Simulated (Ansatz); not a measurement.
**Fixed-spin-moment curve of CuO**

Wanted: the fixed-spin-moment curve of CuO at one geometry. System: CuO, its deposited structure (space group C2/c); the cell holds 4 atoms. Source: COD entry 9015822, which need not be the ambient phase.

Method: DFT PBE, PAW, plane waves, scalar-relativistic, in Ansatz 0.2.0.

## (1) The system as given

It takes space group C2/c (No. 15, monoclinic). The conventional cell has a = 4.678 Å, b = 3.459 Å, c = 5.126 Å, α = 90.00°, β = 98.96°, γ = 90.00°. Around Cu (site symmetry -1) lie 4 O at 1.90 to 1.99 Å. O (site symmetry 2) is surrounded by 4 Cu at 1.90 to 1.99 Å.

Coordinates:

```
Cu O
1.0
     2.33880   -1.72965    0.00000
     2.33880    1.72965    0.00000
    -0.79881    0.00000    5.06378
Cu O
2 2
Direct
  0.00000 0.50000 0.00000
  0.50000 0.00000 0.50000
  0.54790 0.45210 0.25000
  0.45210 0.54790 0.75000
```

Labels such as O4 number the atoms in the order of the input file.

Each fixed run starts with its moment spread in parallel over the d and f atoms; the search for lower states is off.

Site moments are integrals over atomic spheres and don't add up to the total.

## (2) Parallel moments, free total moment

Input file input.yaml:

```yaml
crystal:
  lattice:
    - [2.3388, -1.72965, 0.0]
    - [2.3388, 1.72965, 0.0]
    - [-0.79881, 0.0, 5.06378]
  atoms:
    - { symbol: Cu, position: [0.0, 0.5, 0.0], spin: 1.0 }
    - { symbol: Cu, position: [0.5, 0.0, 0.5], spin: 1.0 }
    - { symbol: O, position: [0.5479, 0.4521, 0.25] }
    - { symbol: O, position: [0.4521, 0.5479, 0.75] }
magnetization:
  spin_polarized: true
hamiltonian:
  xc: pbe
  pseudopotentials: { kind: paw }
basis:
  ecutwfc: 420
kpoints:
  mp_grid: { grid: [8, 8, 5] }
scf:
  occupations: { method: fermi_dirac, width: 0.02 }
  lower_state_search: "off"
output:
  forces: true
  stress: true
```

What it wrote, shortened:

```text
[...]
Pseudopotentials: kind: paw
Pseudopotential: Cu, paw, valence charge 19, recommended cutoff 420 eV (normal), Cu.paw.azcp
Pseudopotential: O, paw, valence charge 6, recommended cutoff 420 eV (normal), O.paw.azcp
Functional definition: PBE
[...]
Crystal: 4 atoms, lattice volume = 40.969 Å³
Basis set: ecut = 420 eV, 791 PW (Γ), exchange–correlation on 40×40×72 points (8 copies of the dense FFT grid, shifted against one another)
Bands: 32, of which v1, the nominal top of the filled ones, is band 25 counted from 1 (24 counted from 0)
Symmetry: 4 space group operations
Space group: C2/c (ITA 15), of the structure as read, at distance tolerance 3.4e-5 Å
Magnetic group: BNS 15.85 (UNI 92), of the structure as read, at distance tolerance 3.4e-5 Å
k-points: 93 of 320
[...]
Starting moments: Σ|m| = 2 μB on 2 of 4 sites
[...]
SCF iter   1: F=—  HF=-14381.780763 eV  |F-HF|=—  |Δ(HF+E_count)|=         —  Δρ=8.34e-2 (↑8.34e-2 ↓8.06e-2)  dr2=2.66e-1  dr2_m=2.25e0  M=0.635 μB ∫|m|=0.684 μB  β_m=0.30  ethr=5.29e-4  ⟨swp⟩=1.0  Hψ=28910  notcnv=0
[...]
spin=Collinear: Kerker preconditioning applied to the charge; magnetization (m = ρ↑ − ρ↓) channel mixes plain (no charge-response kernel on spin).
[...]
spin-set hold released at iteration 9 (site moments contracting): the magnetisation degrees of freedom join the quasi-Newton model from the next iteration; the mixer history was flushed
[...]
SCF iter  20: F=-14382.379530 eV  HF=-14382.379530 eV  |F-HF|=3.46e-11  |Δ(HF+E_count)|=  9.95e-10  Δρ=3.19e-7 (↑3.19e-7 ↓1.88e-7)  dr2=5.79e-11  dr2_m=7.23e-12  M=-0.000 μB ∫|m|=0.000 μB  ethr=1.00e-12  ⟨swp⟩=1.0  Hψ=16038  notcnv=0
WARN: the starting moments were not kept: the SCF closed with an absolute magnetisation of 3.4e-6 μB, where they sum to 2 μB in size (2 sites). That is at most 0.1 of that sum. Measured as dr2_m measures the in/out step, that magnetisation stands 1.1e-11 eV from none, at or under the [...]
SCF converged after 20 iterations
Magnetization: -0.0000 μB (25.0000 up, 25.0000 down)
Absolute magnetization: 0.0000 μB (∫|ρ↑−ρ↓|, with the PAW one-centre terms)
Spin contamination: 0.0000 ħ² per cell (⟨S²⟩ above its minimum at these occupations)
Per-site moments (μB) at R_I (Å): [(-1.224987694798237e-6, 0.7831975686366615), (-1.2249876948813327e-6, 0.7831975686366615), (-2.3567830418727837e-7, 0.7831975686366615), (-2.3567830403903712e-7, 0.7831975686366615)]
Free energy (F): -14382.379530 eV
[...]
E sigma→0 (E₀):  -14382.378391 eV
Entropy (-TS):   -0.002279 eV (-0.570 meV/atom)
Fermi energy:    12.141657 eV
[...]
--- Forces (eV/Å), atoms counted from 1 ---
  atom   1  Cu    -0.00000000     0.00000000    -0.00000000
  atom   2  Cu     0.00000000     0.00000000     0.00000000
  atom   3  O     -0.00000000    -0.25226180     0.00000000
  atom   4  O      0.00000000     0.25226180    -0.00000000
[...]
--- Stress (GPa, compression-positive) ---
        5.328941      -0.000000       2.820556
       -0.000000       9.193486       0.000000
        2.820556       0.000000       8.470107
  P = ⅓ Tr σ = 7.6642 GPa (76.642 kbar)
```

Run time: 6 s. Hardware: 2 threads of an x86-64 CPU, shared host; peak memory 0.55 GiB.

Moments: Cu1 0.00, Cu2 0.00 μB; total 0.00 μB per cell.

## (3) Total moment fixed at 0 μB

Edit input.yaml of step 2 so:

```diff
@@ -6,4 +6,4 @@
   atoms:
-    - { symbol: Cu, position: [0.0, 0.5, 0.0], spin: 1.0 }
-    - { symbol: Cu, position: [0.5, 0.0, 0.5], spin: 1.0 }
+    - { symbol: Cu, position: [0.0, 0.5, 0.0] }
+    - { symbol: Cu, position: [0.5, 0.0, 0.5] }
     - { symbol: O, position: [0.5479, 0.4521, 0.25] }
@@ -12,2 +12,4 @@
   spin_polarized: true
+  initial_magnetization: 0
+  spin_locking: { lock_magnetization: hard }
 hamiltonian:
@@ -22,2 +24,3 @@
   lower_state_search: "off"
+  max_iter: 150
 output:
```

What it wrote, shortened:

```text
Warning: output.stress: scf.convergence.dr2_threshold = 1e-7 eV (the SCF's general default) is looser than the 4e-10 eV advised for a printed stress (1e-10 eV for each atom of the cell: 4). What an SCF threshold leaves in a stress goes as its square root, and in the free energy as the [...]
[... 11 lines as in an earlier run ...]
Bands: 30, of which v1, the nominal top of the filled ones, is band 25 counted from 1 (24 counted from 0)
[... 11 lines as in an earlier run ...]
[...]
SCF iter   1: F=—  HF=-14382.124536 eV  |F-HF|=—  |Δ(HF+E_count)|=         —  Δρ=2.70e-2 (↑2.70e-2 ↓2.70e-2)  dr2=2.86e-1  dr2_m=0.00e0  M=0.000 μB ∫|m|=0.000 μB  β_m=0.30  ethr=5.68e-4  ⟨swp⟩=1.0  Hψ=13251  notcnv=0
[...]
[... 1 line as in an earlier run ...]
[...]
SCF iter  10: F=-14382.379530 eV  HF=-14382.379530 eV  |F-HF|=4.15e-9  |Δ(HF+E_count)|=   6.05e-8  Δρ=2.39e-6 (↑2.39e-6 ↓2.39e-6)  dr2=9.05e-9  dr2_m=0.00e0  M=0.000 μB ∫|m|=0.000 μB  ethr=2.00e-10  ⟨swp⟩=3.0  Hψ=7816  notcnv=0
[...]
SCF converged after 10 iterations
Stability checked in part: among states of this total moment the steps that led to this state did not find it unstable. No probe was made; neither looks for a lower state of another moment (fixed_total_moment; see scf.lower_state_search)
Magnetization: 0.0000 μB (25.0000 up, 25.0000 down)
Absolute magnetization: 0.0000 μB (∫|ρ↑−ρ↓|)
Spin contamination: 0.0000 ħ² per cell (⟨S²⟩ above its minimum at these occupations)
Per-site moments (μB) at R_I (Å): [(0.0, 0.7831975686366615), (0.0, 0.7831975686366615), (0.0, 0.7831975686366615), (0.0, 0.7831975686366615)]
Free energy (F): -14382.379530 eV
[...]
E sigma→0 (E₀):  -14382.378391 eV
Entropy (-TS):   -0.002279 eV (-0.570 meV/atom)
Fermi energy:    12.141663 (↑ 12.141663, ↓ 12.141663) eV
[...]
--- Forces (eV/Å), atoms counted from 1 ---
  atom   1  Cu     0.00000000     0.00000000    -0.00000000
  atom   2  Cu     0.00000000     0.00000000     0.00000000
  atom   3  O     -0.00000000    -0.25226674     0.00000000
  atom   4  O      0.00000000     0.25226674    -0.00000000
[...]
--- Stress (GPa, compression-positive) ---
        5.329086      -0.000000       2.820589
       -0.000000       9.193613       0.000000
        2.820592       0.000000       8.470291
  P = ⅓ Tr σ = 7.6643 GPa (76.643 kbar)
```

Run time: 1.8 s. Hardware: 2 threads of an x86-64 CPU, shared host; peak memory 0.53 GiB.

Moments: Cu1 0.00, Cu2 0.00 μB; total 0.00 μB per cell; the free energy is that of step 2 within 0.5 meV.

## (4) Total moment fixed at 4 μB

Edit input.yaml of step 3 so:

```diff
@@ -6,4 +6,4 @@
   atoms:
-    - { symbol: Cu, position: [0.0, 0.5, 0.0] }
-    - { symbol: Cu, position: [0.5, 0.0, 0.5] }
+    - { symbol: Cu, position: [0.0, 0.5, 0.0], spin: 2.0 }
+    - { symbol: Cu, position: [0.5, 0.0, 0.5], spin: 2.0 }
     - { symbol: O, position: [0.5479, 0.4521, 0.25] }
@@ -12,3 +12,3 @@
   spin_polarized: true
-  initial_magnetization: 0
+  initial_magnetization: 4
   spin_locking: { lock_magnetization: hard }
```

What it wrote, shortened:

```text
[... 12 lines as in an earlier run ...]
Bands: 33, of which v1, the nominal top of the filled ones, is band 25 counted from 1 (24 counted from 0)
[... 10 lines as in an earlier run ...]
Starting moments: Σ|m| = 4 μB on 2 of 4 sites
[... 2 lines as in an earlier run ...]
SCF iter   1: F=—  HF=-14375.466926 eV  |F-HF|=—  |Δ(HF+E_count)|=         —  Δρ=1.42e-1 (↑1.42e-1 ↓5.60e-2)  dr2=3.89e0  dr2_m=2.82e0  M=4.000 μB ∫|m|=4.000 μB  β_m=0.30  ethr=3.10e-3  ⟨swp⟩=5.5  Hψ=22623  notcnv=0
[...]
[... 1 line as in an earlier run ...]
[...]
SCF iter  13: F=-14376.553701 eV  HF=-14376.553701 eV  |F-HF|=1.33e-10  |Δ(HF+E_count)|=   2.94e-9  Δρ=5.80e-7 (↑5.09e-7 ↓5.80e-7)  dr2=3.23e-10  dr2_m=3.13e-11  M=4.000 μB ∫|m|=4.000 μB  ethr=6.62e-11  ⟨swp⟩=2.0  Hψ=16521  notcnv=0
[...]
SCF converged after 13 iterations
[... 1 line as in an earlier run ...]
[...]
Spin contamination: 0.0042 ħ² per cell (⟨S²⟩ above its minimum at these occupations)
Per-site moments (μB) at R_I (Å): [(0.8922589897437139, 0.7831975686366615), (0.8922589897437132, 0.7831975686366615), (0.6978209714526403, 0.7831975686366615), (0.6978209714526402, 0.7831975686366615)]
Free energy (F): -14376.553701 eV
[...]
E sigma→0 (E₀):  -14376.550806 eV
Entropy (-TS):   -0.005790 eV (-1.448 meV/atom)
Fermi energy:    13.405550 (↑ 16.570899, ↓ 10.240201) eV
[... 15 lines left out: energy terms ...]
--- Forces (eV/Å), atoms counted from 1 ---
  atom   1  Cu    -0.00000000     0.00000000    -0.00000000
  atom   2  Cu     0.00000000     0.00000000     0.00000000
  atom   3  O      0.00000000    -0.18905727    -0.00000000
  atom   4  O     -0.00000000     0.18905727     0.00000000
[...]
--- Stress (GPa, compression-positive) ---
       13.954049       0.000000       4.528745
        0.000000      28.520138       0.000000
        4.528746       0.000000      29.257552
  P = ⅓ Tr σ = 23.9106 GPa (239.106 kbar)
```

Wall time 4.5 s (2 threads of an x86-64 CPU, shared host); peak memory 0.56 GiB.

Site moments Cu1 0.89, Cu2 0.89, O3 0.70, O4 0.70 μB, total 4.00 μB; the free energy is 5826 meV per cell above that of step 2.

## (5) Total moment fixed at 2 μB

Edit input.yaml of step 4 so:

```diff
@@ -6,4 +6,4 @@
   atoms:
-    - { symbol: Cu, position: [0.0, 0.5, 0.0], spin: 2.0 }
-    - { symbol: Cu, position: [0.5, 0.0, 0.5], spin: 2.0 }
+    - { symbol: Cu, position: [0.0, 0.5, 0.0], spin: 1.0 }
+    - { symbol: Cu, position: [0.5, 0.0, 0.5], spin: 1.0 }
     - { symbol: O, position: [0.5479, 0.4521, 0.25] }
@@ -12,3 +12,3 @@
   spin_polarized: true
-  initial_magnetization: 4
+  initial_magnetization: 2
   spin_locking: { lock_magnetization: hard }
```

What it wrote, shortened:

```text
[... 23 lines as in an earlier run ...]
Starting moments: Σ|m| = 2 μB on 2 of 4 sites
[... 2 lines as in an earlier run ...]
[...]
SCF iter   1: F=—  HF=-14381.324437 eV  |F-HF|=—  |Δ(HF+E_count)|=         —  Δρ=5.41e-2 (↑4.94e-2 ↓5.41e-2)  dr2=3.71e-1  dr2_m=6.92e-1  M=2.000 μB ∫|m|=2.012 μB  β_m=0.30  ethr=7.46e-4  ⟨swp⟩=1.0  Hψ=28906  notcnv=0
[...]
spin=Collinear: Resta preconditioning applied to the charge; magnetization (m = ρ↑ − ρ↓) channel mixes plain (no charge-response kernel on spin).
[...]
SCF iter  10: F=-14382.060255 eV  HF=-14382.060255 eV  |F-HF|=1.70e-9  |Δ(HF+E_count)|=   8.78e-8  Δρ=4.40e-6 (↑2.96e-6 ↓4.40e-6)  dr2=1.59e-8  dr2_m=1.00e-9  M=2.000 μB ∫|m|=2.067 μB  ethr=2.00e-10  ⟨swp⟩=3.3  Hψ=16274  notcnv=0
[...]
SCF converged after 10 iterations
[... 1 line as in an earlier run ...]
Magnetization: 2.0000 μB (26.0000 up, 24.0000 down)
Absolute magnetization: 2.0555 μB (∫|ρ↑−ρ↓|, with the PAW one-centre terms)
Spin contamination: 0.0037 ħ² per cell (⟨S²⟩ above its minimum at these occupations)
Per-site moments (μB) at R_I (Å): [(0.6104264769968765, 0.7831975686366615), (0.6104264769968767, 0.7831975686366615), (0.35723869857697116, 0.7831975686366615), (0.3572386985769711, 0.7831975686366615)]
Free energy (F): -14382.060255 eV
[...]
E sigma→0 (E₀):  -14382.060254 eV
Entropy (-TS):   -0.000001 eV (-0.000 meV/atom)
Fermi energy:    12.017962 (↑ 13.152721, ↓ 11.276710) eV
[...]
--- Forces (eV/Å), atoms counted from 1 ---
  atom   1  Cu     0.00000000     0.00000000     0.00000000
  atom   2  Cu     0.00000000    -0.00000000     0.00000000
  atom   3  O      0.00000000    -0.31659676    -0.00000000
  atom   4  O     -0.00000000     0.31659676     0.00000000
[...]
--- Stress (GPa, compression-positive) ---
        5.950355       0.000000       3.842545
        0.000000      10.372639       0.000000
        3.842548       0.000000      11.966436
  P = ⅓ Tr σ = 9.4298 GPa (94.298 kbar)
```

Wall time 3.1 s (2 threads of an x86-64 CPU, shared host); peak memory 0.56 GiB.

Site moments Cu1 0.61, Cu2 0.61, O3 0.36, O4 0.36 μB, total 2.00 μB; the free energy is 319 meV per cell above that of step 2.

## (6) Parallel moments scaled by 0.1, free total moment

Input file input.yaml:

```yaml
crystal:
  lattice:
    - [2.3388, -1.72965, 0.0]
    - [2.3388, 1.72965, 0.0]
    - [-0.79881, 0.0, 5.06378]
  atoms:
    - { symbol: Cu, position: [0.0, 0.5, 0.0], spin: 0.1 }
    - { symbol: Cu, position: [0.5, 0.0, 0.5], spin: 0.1 }
    - { symbol: O, position: [0.5479, 0.4521, 0.25] }
    - { symbol: O, position: [0.4521, 0.5479, 0.75] }
magnetization:
  spin_polarized: true
hamiltonian:
  xc: pbe
  pseudopotentials: { kind: paw }
basis:
  ecutwfc: 420
kpoints:
  mp_grid: { grid: [8, 8, 5] }
scf:
  occupations: { method: fermi_dirac, width: 0.02 }
  lower_state_search: "off"
output:
  forces: true
  stress: true
```

What it wrote, shortened:

```text
[... 11 lines as in an earlier run ...]
Bands: 31, of which v1, the nominal top of the filled ones, is band 25 counted from 1 (24 counted from 0)
[... 10 lines as in an earlier run ...]
Starting moments: Σ|m| = 0.2 μB on 2 of 4 sites
[... 3 lines as in an earlier run ...]
SCF iter   1: F=—  HF=-14382.120866 eV  |F-HF|=—  |Δ(HF+E_count)|=         —  Δρ=2.83e-2 (↑2.82e-2 ↓2.83e-2)  dr2=2.86e-1  dr2_m=2.57e-2  M=0.048 μB ∫|m|=0.054 μB  β_m=0.30  ethr=5.68e-4  ⟨swp⟩=1.0  Hψ=27521  notcnv=0
[...]
[... 1 line as in an earlier run ...]
[...]
spin-set hold released at iteration 8 (site moments contracting): the magnetisation degrees of freedom join the quasi-Newton model from the next iteration; the mixer history was flushed
[...]
SCF iter  17: F=-14382.379530 eV  HF=-14382.379530 eV  |F-HF|=2.18e-11  |Δ(HF+E_count)|=  5.15e-10  Δρ=1.85e-7 (↑1.60e-7 ↓1.85e-7)  dr2=3.48e-11  dr2_m=3.85e-12  M=0.000 μB ∫|m|=0.000 μB  ethr=1.89e-12  ⟨swp⟩=1.0  Hψ=14482  notcnv=0
[...]
WARN: the starting moments were not kept: the SCF closed with an absolute magnetisation of 1.5e-6 μB, where they sum to 0.2 μB in size (2 sites). That is at most 0.1 of that sum. Measured as dr2_m measures the in/out step, that magnetisation stands 2.5e-12 eV from none, at or under the [...]
SCF converged after 17 iterations
Magnetization: 0.0000 μB (25.0000 up, 25.0000 down)
Absolute magnetization: 0.0000 μB (∫|ρ↑−ρ↓|, with the PAW one-centre terms)
Spin contamination: 0.0000 ħ² per cell (⟨S²⟩ above its minimum at these occupations)
Per-site moments (μB) at R_I (Å): [(5.981298761758198e-7, 0.7831975686366615), (5.981298762062964e-7, 0.7831975686366615), (-2.2571194219073478e-8, 0.7831975686366615), (-2.2571194397520056e-8, 0.7831975686366615)]
Free energy (F): -14382.379530 eV
[...]
E sigma→0 (E₀):  -14382.378391 eV
Entropy (-TS):   -0.002279 eV (-0.570 meV/atom)
Fermi energy:    12.141656 eV
[... 15 lines left out: energy terms ...]
--- Forces (eV/Å), atoms counted from 1 ---
  atom   1  Cu    -0.00000000    -0.00000000     0.00000000
  atom   2  Cu     0.00000000     0.00000000     0.00000000
  atom   3  O     -0.00000000    -0.25226175     0.00000000
  atom   4  O      0.00000000     0.25226175    -0.00000000
[...]
--- Stress (GPa, compression-positive) ---
        5.328926      -0.000000       2.820555
       -0.000000       9.193463       0.000000
        2.820555       0.000000       8.470093
  P = ⅓ Tr σ = 7.6642 GPa (76.642 kbar)
```

Run time: 4.7 s. Hardware: 2 threads of an x86-64 CPU, shared host; peak memory 0.55 GiB.

Site moments Cu1 0.00, Cu2 0.00 μB, total 0.00 μB; the free energy is that of step 2 within 0.5 meV.

## (7) Energy against moment

| M (μB/cell) | above lowest (meV/cell) | moments of Cu1 Cu2 O3 O4 (μB) | pressure (GPa) |
| --- | --- | --- | --- |
| 0.00 | 0 | 0.00 0.00 0.00 0.00 | 7.7 |
| 2.00 | 319 | 0.61 0.61 0.36 0.36 | 9.4 |
| 4.00 | 5826 | 0.89 0.89 0.70 0.70 | 23.9 |

The 5 runs of this session took 20 s in all, from 1.8 s to 6 s each.

M (μB), meV per cell and a bar:
```
     0.00          0 
     2.00        319 ##
     4.00       5826 ##############################
```

## (8) Results

```
                                                      quantity                                    value
                                       lowest fixed-moment run  M = 0.00 μB, 0 meV above the lowest run
                                              free runs end at         0.00 μB (0 meV), 0.00 μB (0 meV)
cost of M = 0 (from this start; opposed moments can cost less)                           0 meV per cell
                                         cost of the largest M             5826 meV per cell at 4.00 μB
```

What this shows: Among the fixed runs the energy is least at M = 0.00 μB. The free SCF ends at 0.00 μB, and no fixed run lies below it. The lowest state has no gap; with open d or f shells and no U, that may be the functional's doing and not the compound's.
